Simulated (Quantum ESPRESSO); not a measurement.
# S (P4_2/mnm) in Quantum ESPRESSO: equation of state

How stiff is S in PBE, and what volume does it want? The cell is scaled to several volumes.

All numbers are computed with Quantum ESPRESSO 7.5; they aren't measurements. Logs are shortened: lines on timing, memory, paths and dates and some standing lists are left out, and cuts for length are marked.

## Step 1: Starting point

It takes space group P4_2/mnm (No. 136, tetragonal). Conventional cell: a = 5.678 Å, b = 5.678 Å, c = 2.950 Å, α = 90.00°, β = 90.00°, γ = 90.00°. S (site symmetry m2m) has 1 S at 1.87 Å as nearest neighbours.

This isn't the form of S at room conditions, which is orthorhombic, of S8 rings.

## Step 2: Single point, PBE, 22.35 Å³/atom

pw.in

```
&CONTROL
  calculation = 'scf'
  prefix = 'pwscf'
  outdir = './tmp'
  pseudo_dir = './pseudo'
  tprnfor = .true.
  tstress = .true.
  disk_io = 'nowf'
/
&SYSTEM
  ibrav = 0
  nat = 4
  ntyp = 1
  ecutwfc = 55
  ecutrho = 440
  nbnd = 19
  occupations = 'smearing'
  smearing = 'fd'
  degauss = 0.00367493
/
&ELECTRONS
  conv_thr = 8d-10
  electron_maxstep = 120
  mixing_beta = 0.5
/
ATOMIC_SPECIES
S     32.0600 s_pbe_v1.4.uspp.F.UPF
CELL_PARAMETERS angstrom
   5.5621426172    0.0000000000    0.0000000000
   0.0000000000    5.5621426172    0.0000000000
   0.0000000000    0.0000000000    2.8894024482
ATOMIC_POSITIONS crystal
S      0.6166086200    0.3833913800    0.0000000000
S      0.3833913800    0.6166086200    0.0000000000
S      0.1166086200    0.1166086200    0.5000000000
S      0.8833913800    0.8833913800    0.5000000000
K_POINTS automatic
5 5 9 0 0 0
```

Potentials or basis: SSSP 1.3 efficiency PBE.

Launch:

```bash
> OMP_NUM_THREADS=1 pw.x -in pw.in > pw.out
```

pw.out:

```text
This program is part of the open-source Quantum ESPRESSO suite
     for quantum simulation of materials; please cite
         "P. Giannozzi et al., J. Phys.:Condens. Matter 21 395502 (2009);
         "P. Giannozzi et al., J. Phys.:Condens. Matter 29 465901 (2017);
         "P. Giannozzi et al., J. Chem. Phys. 152 154105 (2020);
     in publications or presentations arising from this work. More details at

     Message from routine setup:
     using ibrav=0 with symmetry is DISCOURAGED, use correct ibrav instead

     G-vector sticks info
     --------------------
     sticks:   dense  smooth     PW     G-vecs:    dense   smooth      PW
     Sum        3869    1933    569                94097    33229    5237

     Using Slab Decomposition

     bravais-lattice index     =            0
     lattice parameter (alat)  =      10.5109  a.u.
     unit-cell volume          =     603.2383 (a.u.)^3
     number of atoms/cell      =            4
     number of atomic types    =            1
     number of electrons       =        24.00
     number of Kohn-Sham states=           19
     kinetic-energy cutoff     =      55.0000  Ry
     charge density cutoff     =     440.0000  Ry
     scf convergence threshold =      8.0E-10
     mixing beta               =       0.5000
     number of iterations used =            8  plain     mixing
     Exchange-correlation=  SLA  PW   PBX  PBC
                           (   1   4   3   4   0   0   0)

     celldm(1)=  10.510926  celldm(2)=   0.000000  celldm(3)=   0.000000
     celldm(4)=   0.000000  celldm(5)=   0.000000  celldm(6)=   0.000000

     crystal axes: (cart. coord. in units of alat)
               a(1) = (   1.000000   0.000000   0.000000 )
               a(2) = (   0.000000   1.000000   0.000000 )
               a(3) = (   0.000000   0.000000   0.519477 )

     reciprocal axes: (cart. coord. in units 2 pi/alat)
               b(1) = (  1.000000  0.000000  0.000000 )
               b(2) = (  0.000000  1.000000  0.000000 )
               b(3) = (  0.000000  0.000000  1.925015 )

     PseudoPot. # 1 for S  read from file:
     s_pbe_v1.4.uspp.F.UPF
     Pseudo is Ultrasoft + core correction, Zval =  6.0
     Generated by new atomic code, or converted to UPF format
     Using radial grid of  907 points,  6 beta functions with:
                l(1) =   0
                l(2) =   0
                l(3) =   1
                l(4) =   1
                l(5) =   2
                l(6) =   2
     Q(r) pseudized with  8 coefficients,  rinner =    1.300   1.300   1.300
                                                       1.300   1.300

     atomic species   valence    mass     pseudopotential
     S                 6.00    32.06000     S ( 1.00)

     16 Sym. Ops., with inversion, found ( 8 have fractional translation)

   Cartesian axes

     site n.     atom                  positions (alat units)
         1        S      tau(   1) = (   0.6166086   0.3833914   0.0000000  )
         2        S      tau(   2) = (   0.3833914   0.6166086   0.0000000  )
         3        S      tau(   3) = (   0.1166086   0.1166086   0.2597383  )
         4        S      tau(   4) = (   0.8833914   0.8833914   0.2597383  )

     number of k points=    30  Fermi-Dirac smearing, width (Ry)=  0.0037
                       cart. coord. in units 2pi/alat
        k(    1) = (   0.0000000   0.0000000   0.0000000), wk =   0.0088889
        k(    2) = (   0.0000000   0.0000000   0.2138905), wk =   0.0177778
        k(    3) = (   0.0000000   0.0000000   0.4277811), wk =   0.0177778
        k(    4) = (   0.0000000   0.0000000   0.6416716), wk =   0.0177778
        k(    5) = (   0.0000000   0.0000000   0.8555622), wk =   0.0177778
        k(    6) = (   0.0000000   0.2000000   0.0000000), wk =   0.0355556
[... 22 lines left out ...]
        k(   29) = (   0.4000000   0.4000000   0.6416716), wk =   0.0711111
        k(   30) = (   0.4000000   0.4000000   0.8555622), wk =   0.0711111

     Dense  grid:    94097 G-vectors     FFT dimensions: (  72,  72,  40)

     Smooth grid:    33229 G-vectors     FFT dimensions: (  50,  50,  30)

     Initial potential from superposition of free atoms

     starting charge      23.9999, renormalised to      24.0000
     Starting wfcs are   16 randomized atomic wfcs +    3 random wfcs

     Self-consistent Calculation

     iteration #  1     ecut=    55.00 Ry     beta= 0.50
     Davidson diagonalization with overlap
     ethr =  1.00E-02,  avg # of iterations =  5.3

     Threshold (ethr) on eigenvalues was too large:
     Diagonalizing with lowered threshold

     Davidson diagonalization with overlap
     ethr =  1.53E-04,  avg # of iterations =  7.3

     total energy              =     -96.26689393 Ry
     estimated scf accuracy    <       0.04619054 Ry

     iteration #  2     ecut=    55.00 Ry     beta= 0.50
     Davidson diagonalization with overlap
     ethr =  1.92E-04,  avg # of iterations =  2.0

     total energy              =     -96.27274930 Ry
     estimated scf accuracy    <       0.00397237 Ry

     iteration #  3     ecut=    55.00 Ry     beta= 0.50
     Davidson diagonalization with overlap
     ethr =  1.66E-05,  avg # of iterations =  4.9

     total energy              =     -96.27314445 Ry
     estimated scf accuracy    <       0.00061952 Ry

     iteration #  4     ecut=    55.00 Ry     beta= 0.50
     Davidson diagonalization with overlap
     ethr =  2.58E-06,  avg # of iterations =  5.8

     total energy              =     -96.27322828 Ry
     estimated scf accuracy    <       0.00001104 Ry

     iteration #  5     ecut=    55.00 Ry     beta= 0.50
     Davidson diagonalization with overlap
     ethr =  4.60E-08,  avg # of iterations =  5.2

     total energy              =     -96.27324694 Ry
     estimated scf accuracy    <       0.00000189 Ry

     iteration #  6     ecut=    55.00 Ry     beta= 0.50
     Davidson diagonalization with overlap
     ethr =  7.88E-09,  avg # of iterations =  2.1

     total energy              =     -96.27324713 Ry
     estimated scf accuracy    <       0.00000014 Ry

     iteration #  7     ecut=    55.00 Ry     beta= 0.50
     Davidson diagonalization with overlap
     ethr =  5.84E-10,  avg # of iterations =  3.4

     total energy              =     -96.27324719 Ry
[... 44 lines left out ...]

          k = 0.0000 0.2000 0.0000 (  4151 PWs)   bands (ev):

   -12.3021 -11.8094  -6.0833  -6.0790  -1.2432  -0.8921   0.6490   0.7654
     2.5683   3.6137   4.0437   5.5330   7.7894   7.7895   8.9953   9.1399
    11.1751  11.8493  12.8792

          k = 0.0000 0.2000 0.2139 (  4168 PWs)   bands (ev):

   -12.1824 -11.7069  -5.9463  -5.9418  -1.1574  -0.7675   0.7218   0.8475
     2.6411   2.7251   3.2229   5.5797   6.9217   6.9295   9.1715   9.2572
    12.0508  12.0609  13.1599

          k = 0.0000 0.2000 0.4278 (  4177 PWs)   bands (ev):

   -11.8509 -11.4330  -5.5638  -5.5588  -0.9953  -0.4254   0.8438   0.8685
     1.0559   1.7531   3.1678   5.1594   5.2142   5.7475   9.3721   9.4330
    12.0954  12.2218  13.8766

          k = 0.0000 0.2000 0.6417 (  4164 PWs)   bands (ev):

   -11.4022 -11.0993  -5.0437  -5.0382  -1.1871  -0.7727   0.1015   0.6827
     1.2066   1.2287   3.5854   3.6153   3.8998   5.6968   9.3655   9.4227
    11.4359  11.5039  13.0566

          k = 0.0000 0.2000 0.8556 (  4153 PWs)   bands (ev):

   -11.0161 -10.9017  -4.6287  -4.6254  -1.7121  -1.6630   0.5369   0.6987
     1.1292   1.1827   2.7423   2.7424   4.6576   5.3426   9.2014   9.2263
    10.7502  10.7854  12.9949

          k = 0.0000 0.4000 0.0000 (  4159 PWs)   bands (ev):

   -12.1556 -11.9675  -6.0649  -6.0605  -1.5227  -1.4025   1.2229   1.2729
     3.4993   3.7408   3.9049   4.6232   7.7949   7.7950   8.3297   8.3989
    11.7390  11.9622  12.5731

          k = 0.0000 0.4000 0.2139 (  4159 PWs)   bands (ev):

   -12.0406 -11.8590  -5.9306  -5.9260  -1.4061  -1.2731   1.2659   1.3261
     2.8007   3.0264   3.6290   4.7133   6.9299   6.9364   8.5568   8.6002
    12.3312  12.8397  12.9950

          k = 0.0000 0.4000 0.4278 (  4161 PWs)   bands (ev):

   -11.7247 -11.5650  -5.5576  -5.5525  -1.1197  -0.9268   1.0566   1.1816
     1.4540   1.5834   3.9762   4.8202   5.2195   5.3511   9.0272   9.0583
    12.5383  13.0879  13.3260

          k = 0.0000 0.4000 0.6417 (  4142 PWs)   bands (ev):

   -11.3079 -11.1920  -5.0581  -5.0526  -1.0913  -0.8625   0.0009   0.3161
     1.4583   1.4911   3.4842   3.4950   4.5930   5.3057   9.5893   9.6295
    12.0454  12.0672  12.4242

          k = 0.0000 0.4000 0.8556 (  4142 PWs)   bands (ev):

   -10.9763 -10.9324  -4.6721  -4.6690  -1.5994  -1.5664   0.3701   0.4590
     1.3109   1.3484   2.4952   2.4980   5.0881   5.3656   9.9819  10.0144
    11.5147  11.5805  11.9167

          k = 0.2000 0.2000 0.0000 (  4157 PWs)   bands (ev):

   -12.2554 -11.8561  -6.1487  -6.0453  -1.4850  -0.5538   0.1427   1.2849
     2.8763   3.6540   4.0022   5.3158   7.7706   7.7997   8.3767   9.6561
    11.0079  11.5878  12.5408

          k = 0.2000 0.2000 0.2139 (  4161 PWs)   bands (ev):

   -12.1371 -11.7518  -6.0084  -5.9114  -1.3697  -0.4760   0.2544   1.3335
     2.6942   3.0252   3.1665   5.3743   6.9093   6.9287   8.5932   9.7370
    11.3743  12.3585  13.4076

          k = 0.2000 0.2000 0.4278 (  4158 PWs)   bands (ev):

   -11.8105 -11.4719  -5.6152  -5.5396  -1.1004  -0.3066   0.5449   0.9216
     1.3994   1.6926   3.4515   5.1215   5.1906   5.6272   9.0485   9.7310
    11.5734  12.7088  13.5152

          k = 0.2000 0.2000 0.6417 (  4150 PWs)   bands (ev):

   -11.3717 -11.1262  -5.0738  -5.0425  -1.1954  -0.7114   0.0164   0.7959
     0.8434   1.5053   3.5344   3.6571   4.1215   5.6333   9.4152   9.5821
    11.1462  11.9862  12.4351

          k = 0.2000 0.2000 0.8556 (  4150 PWs)   bands (ev):

   -11.0024 -10.9097  -4.6602  -4.6318  -1.7890  -1.5213   0.4119   0.7649
     0.8839   1.3876   2.4999   2.9525   4.8194   5.4002   8.9989   9.9106
    10.5628  11.5992  11.6608

          k = 0.2000 0.4000 0.0000 (  4168 PWs)   bands (ev):

   -12.1323 -11.9794  -6.1557  -6.0926  -1.4369  -1.0102   0.7053   1.2818
     3.6800   3.7605   3.8938   4.6320   7.7692   7.7872   8.3656   9.0186
    11.3621  11.7394  12.1218

          k = 0.2000 0.4000 0.2139 (  4167 PWs)   bands (ev):

   -12.0180 -11.8705  -6.0166  -5.9573  -1.3185  -0.9063   0.7744   1.3246
     2.8371   3.0193   3.8087   4.7253   6.9057   6.9197   8.5853   9.1730
    11.5448  12.2535  12.7926

          k = 0.2000 0.4000 0.4278 (  4154 PWs)   bands (ev):

   -11.7049 -11.5752  -5.6274  -5.5812  -1.0288  -0.6661   0.8797   1.0710
     1.4415   1.5198   4.1563   4.8661   5.2103   5.3328   9.0595   9.3983
    11.8758  12.5174  13.1264

          k = 0.2000 0.4000 0.6417 (  4147 PWs)   bands (ev):

   -11.2931 -11.1991  -5.0955  -5.0761  -1.0911  -0.8405   0.1142   0.4515
     1.1309   1.4406   3.5580   3.6408   4.7172   5.3251   9.4513   9.6472
    11.7262  11.9499  12.6212

          k = 0.2000 0.4000 0.8556 (  4132 PWs)   bands (ev):

   -10.9692 -10.9337  -4.6855  -4.6686  -1.7034  -1.5341   0.4148   0.6124
     0.9517   1.2122   2.6318   2.8869   5.1832   5.4240   9.3079  10.0460
    11.1409  11.3920  12.0698

          k = 0.4000 0.4000 0.0000 (  4176 PWs)   bands (ev):

   -12.0760 -12.0172  -6.2377  -6.2010  -0.9709  -0.4965   0.1931   0.7563
     3.8085   3.8597   4.1282   4.5206   7.7456   7.7566   8.9877   9.4819
    10.7501  11.1833  11.6471

          k = 0.4000 0.4000 0.2139 (  4171 PWs)   bands (ev):

   -11.9637 -11.9070  -6.0952  -6.0607  -0.8737  -0.4321   0.2947   0.8183
     2.9164   2.9860   4.2476   4.6245   6.8704   6.8819   9.1587   9.6040
    10.9162  11.3139  12.5338

          k = 0.4000 0.4000 0.4278 (  4152 PWs)   bands (ev):

   -11.6572 -11.6073  -5.6948  -5.6676  -0.6745  -0.3582   0.5464   0.8742
     1.3804   1.4354   4.5734   4.8690   5.2003   5.2460   9.4102   9.6844
    11.3468  11.6720  12.6587

          k = 0.4000 0.4000 0.6417 (  4146 PWs)   bands (ev):

   -11.2580 -11.2220  -5.1402  -5.1286  -1.0099  -0.8841   0.4016   0.7318
     0.7459   1.0953   3.7310   3.7569   5.0253   5.2781   9.4270   9.4686
    11.5556  12.0961  12.1795

          k = 0.4000 0.4000 0.8556 (  4122 PWs)   bands (ev):

   -10.9536 -10.9400  -4.6936  -4.6832  -1.7216  -1.6233   0.5958   0.6604
     0.7832   0.8599   3.0247   3.1427   5.3921   5.4952   9.0048   9.2783
    10.9932  11.4355  12.2621

     the Fermi energy is     4.8810 ev

!    total energy              =     -96.27324719 Ry
     estimated scf accuracy    <          2.4E-11 Ry
     smearing contrib. (-TS)   =      -0.00120656 Ry
     internal energy E=F+TS    =     -96.27204063 Ry

     The total energy is F=E-TS. E is the sum of the following terms:
     one-electron contribution =      -5.17103794 Ry
     hartree contribution      =      13.06261691 Ry
     xc contribution           =     -33.60624730 Ry
     ewald contribution        =     -70.55737230 Ry

     convergence has been achieved in   9 iterations

     Forces acting on atoms (cartesian axes, Ry/au):

     atom    1 type  1   force =     0.05933547   -0.05933547   -0.00000000
     atom    2 type  1   force =    -0.05933547    0.05933547    0.00000000
     atom    3 type  1   force =     0.05933547    0.05933547    0.00000000
     atom    4 type  1   force =    -0.05933547   -0.05933547   -0.00000000

     Total force =     0.167826     Total SCF correction =     0.000010

     Computing stress (Cartesian axis) and pressure

          total   stress  (Ry/bohr**3)                   (kbar)     P=       68.91
   0.00059607   0.00000000   0.00000000           87.69        0.00        0.00
   0.00000000   0.00059607   0.00000000            0.00       87.69        0.00
   0.00000000   0.00000000   0.00021321            0.00        0.00       31.36

=------------------------------------------------------------------------------=
   JOB DONE.
=------------------------------------------------------------------------------=
```

Run time: 40 s. Hardware: 1 thread of Intel Xeon Platinum 8488C (Sapphire Rapids), shared host; peak memory 0.4 GiB.

Results:

- Free energy: -1309.8643 eV
- Pressure: 6.9 GPa
- Largest force: 2.157 eV/Å
- Band gap on the k mesh: none (metal or under the smearing width)

Caveat: forces of over 1 eV/Å show positions far from the minimum, so gaps and moduli don't describe the material at rest.

## Step 3: Single point, PBE, 22.82 Å³/atom

Edit pw.in of step 2 so:

```diff
@@ -28,5 +28,5 @@
 CELL_PARAMETERS angstrom
-   5.5621426172    0.0000000000    0.0000000000
-   0.0000000000    5.5621426172    0.0000000000
-   0.0000000000    0.0000000000    2.8894024482
+   5.6013139262    0.0000000000    0.0000000000
+   0.0000000000    5.6013139262    0.0000000000
+   0.0000000000    0.0000000000    2.9097510232
 ATOMIC_POSITIONS crystal
```

Potentials or basis: SSSP 1.3 efficiency PBE.

Launch:

```bash
> OMP_NUM_THREADS=1 pw.x -in pw.in > pw.out
```

Wall time 40 s (1 thread of Intel Xeon Platinum 8488C (Sapphire Rapids), shared host); peak memory 0.41 GiB.

It converged, with:

* Free energy: -1309.9365 eV
* Pressure: 5.3 GPa
* Largest force: 1.686 eV/Å
* Band gap on the k mesh: none (metal or under the smearing width)

Caveat: forces of over 1 eV/Å show positions far from the minimum, so gaps and moduli don't describe the material at rest.

## Step 4: Single point, PBE, 23.30 Å³/atom

Edit pw.in of step 3 so:

```diff
@@ -28,5 +28,5 @@
 CELL_PARAMETERS angstrom
-   5.6013139262    0.0000000000    0.0000000000
-   0.0000000000    5.6013139262    0.0000000000
-   0.0000000000    0.0000000000    2.9097510232
+   5.6399448982    0.0000000000    0.0000000000
+   0.0000000000    5.6399448982    0.0000000000
+   0.0000000000    0.0000000000    2.9298189058
 ATOMIC_POSITIONS crystal
```

Launch:

```bash
> OMP_NUM_THREADS=1 pw.x -in pw.in > pw.out
```

Wall time 44 s (1 thread of Intel Xeon Platinum 8488C (Sapphire Rapids), shared host); peak memory 0.41 GiB.

The run converged. Its results:

```yaml
Free_energy: -1309.9910 eV
Pressure: 3.9 GPa
Largest_force: 1.248 eV/Å
Band_gap_on_the_k_mesh: none (metal or under the smearing width)
```

Caveat: forces of over 1 eV/Å show positions far from the minimum, so gaps and moduli don't describe the material at rest.

## Step 5: Single point, PBE, 23.77 Å³/atom

Edit pw.in of step 4 so:

```diff
@@ -28,5 +28,5 @@
 CELL_PARAMETERS angstrom
-   5.6399448982    0.0000000000    0.0000000000
-   0.0000000000    5.6399448982    0.0000000000
-   0.0000000000    0.0000000000    2.9298189058
+   5.6780537900    0.0000000000    0.0000000000
+   0.0000000000    5.6780537900    0.0000000000
+   0.0000000000    0.0000000000    2.9496155800
 ATOMIC_POSITIONS crystal
```

Launch:

```bash
> OMP_NUM_THREADS=1 pw.x -in pw.in > pw.out
```

It took 43 s on 1 thread of Intel Xeon Platinum 8488C (Sapphire Rapids), shared host; peak memory 0.42 GiB.

It converged, with:

- Free energy: -1310.0293 eV
- Pressure: 2.6 GPa
- Largest force: 0.841 eV/Å
- Band gap on the k mesh: none (metal or under the smearing width)

## Step 6: Single point, PBE, 24.25 Å³/atom

Edit pw.in of step 5 so:

```diff
@@ -28,5 +28,5 @@
 CELL_PARAMETERS angstrom
-   5.6780537900    0.0000000000    0.0000000000
-   0.0000000000    5.6780537900    0.0000000000
-   0.0000000000    0.0000000000    2.9496155800
+   5.7156578911    0.0000000000    0.0000000000
+   0.0000000000    5.7156578911    0.0000000000
+   0.0000000000    0.0000000000    2.9691500273
 ATOMIC_POSITIONS crystal
```

Potentials or basis: SSSP 1.3 efficiency PBE.

Launch:

```bash
> OMP_NUM_THREADS=1 pw.x -in pw.in > pw.out
```

Wall time 44 s (1 thread of Intel Xeon Platinum 8488C (Sapphire Rapids), shared host); peak memory 0.43 GiB.

Results (log left out):

* Free energy: -1310.0532 eV
* Pressure: 1.4 GPa
* Largest force: 0.462 eV/Å
* Band gap on the k mesh: none (metal or under the smearing width)

## Step 7: Single point, PBE, 24.73 Å³/atom

Edit pw.in of step 6 so:

```diff
@@ -28,5 +28,5 @@
 CELL_PARAMETERS angstrom
-   5.7156578911    0.0000000000    0.0000000000
-   0.0000000000    5.7156578911    0.0000000000
-   0.0000000000    0.0000000000    2.9691500273
+   5.7527735927    0.0000000000    0.0000000000
+   0.0000000000    5.7527735927    0.0000000000
+   0.0000000000    0.0000000000    2.9884307625
 ATOMIC_POSITIONS crystal
```

Launch:

```bash
> OMP_NUM_THREADS=1 pw.x -in pw.in > pw.out
```

Wall time 45 s (1 thread of Intel Xeon Platinum 8488C (Sapphire Rapids), shared host); peak memory 0.44 GiB.

The run converged. Its results:

```yaml
Free_energy: -1310.0641 eV
Pressure: 0.4 GPa
Largest_force: 0.110 eV/Å
Band_gap_on_the_k_mesh: none (metal or under the smearing width)
```

## Step 8: Single point, PBE, 25.20 Å³/atom

Edit pw.in of step 7 so:

```diff
@@ -28,5 +28,5 @@
 CELL_PARAMETERS angstrom
-   5.7527735927    0.0000000000    0.0000000000
-   0.0000000000    5.7527735927    0.0000000000
-   0.0000000000    0.0000000000    2.9884307625
+   5.7894164507    0.0000000000    0.0000000000
+   0.0000000000    5.7894164507    0.0000000000
+   0.0000000000    0.0000000000    3.0074658666
 ATOMIC_POSITIONS crystal
```

Launch:

```bash
> OMP_NUM_THREADS=1 pw.x -in pw.in > pw.out
```

Wall time 47 s (1 thread of Intel Xeon Platinum 8488C (Sapphire Rapids), shared host); peak memory 0.44 GiB.

Results (log left out):

- Free energy: -1310.0631 eV
- Pressure: -0.5 GPa
- Largest force: 0.218 eV/Å
- Band gap on the k mesh: none (metal or under the smearing width)

## Step 9: Equation of state, PBE

Potentials or basis: SSSP 1.3 efficiency PBE.

This step only gathers the single runs of the series.

What came out:

| Item | Value |
| --- | --- |
| Equilibrium volume | 24.92 Å³/atom |
| Bulk modulus at fixed shape and positions | 50 GPa |
| Pressure derivative of the bulk modulus | 4.4 |

Energy against volume, from the lowest point:
| volume (Å³/atom) | energy (meV/atom) |
| --- | --- |
| 22.348 | 49.95 |
| 22.823 | 31.88 |
| 23.299 | 18.27 |
| 23.774 | 8.68 |
| 24.250 | 2.71 |
| 24.725 | 0.00 |
| 25.201 | 0.24 |

Caveat: the cell was scaled at fixed shape and fractional positions, which overstates the stiffness of a crystal with free parameters, most of all of layers and chains.
